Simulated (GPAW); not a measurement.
Crystal: In3Sb.

```
CELL_PARAMETERS angstrom
4.83696 0.00000 0.00000
0.00000 4.83696 0.00000
0.00000 0.00000 4.83696
ATOMIC_POSITIONS crystal
Sb 0.00000 0.00000 0.00000
In 0.00000 0.50000 0.50000
In 0.50000 0.00000 0.50000
In 0.50000 0.50000 0.00000
```

The cell comes from a database or a generator and needn't be the stable form of this composition.

| Item | Value |
| --- | --- |
| Program | GPAW 26.7.0 |
| Task | relaxation of cell and atoms |
| Functional | PBEsol |
| Dispersion | D3(BJ)+ATM |
| Potentials or basis | PAW data sets generated in the run's folder for this functional |
| Cutoff | 600 eV |
| Basis | pw |
| k mesh | 6 × 6 × 6 |
| Occupations | fermi-dirac, width 0.05 eV |
| Spin | no spin polarisation |

At the start: pressure -4.8 GPa; volume 28.29 Å³/atom.

Question: How do energy, volume and symmetry change on relaxing?

Answer: Over 5 steps the energy falls by 54.2 meV/atom and the volume is 25.05 Å³/atom (-11.4 %); space group Pm-3m (No. 221, to 0.05 Å).

The path:
```
step  energy change (eV)  largest force (eV/Å)  pressure (GPa)  volume (Å³)
   1              0.0000                0.0000           -4.83       113.17
   2             -0.0297                0.0000           -4.56       112.14
   3             -0.2082                0.0000            1.25        98.06
   4             -0.2166                0.0000           -0.24       100.64
   5             -0.2169                0.0000           -0.01       100.21
```

Final structure:
```yaml
crystal:
  lattice:
    - [4.64490, 0.00000, 0.00000]
    - [0.00000, 4.64490, 0.00000]
    - [0.00000, 0.00000, 4.64490]
  atoms:
    - { symbol: Sb, position: [0.00000, 0.00000, 0.00000] }
    - { symbol: In, position: [0.00000, 0.50000, 0.50000] }
    - { symbol: In, position: [0.50000, 0.00000, 0.50000] }
    - { symbol: In, position: [0.50000, 0.50000, 0.00000] }
```

Caveat: later steps reuse the first step's grids; pairwise dispersion overbinds metals, which lowers pressure and volume.
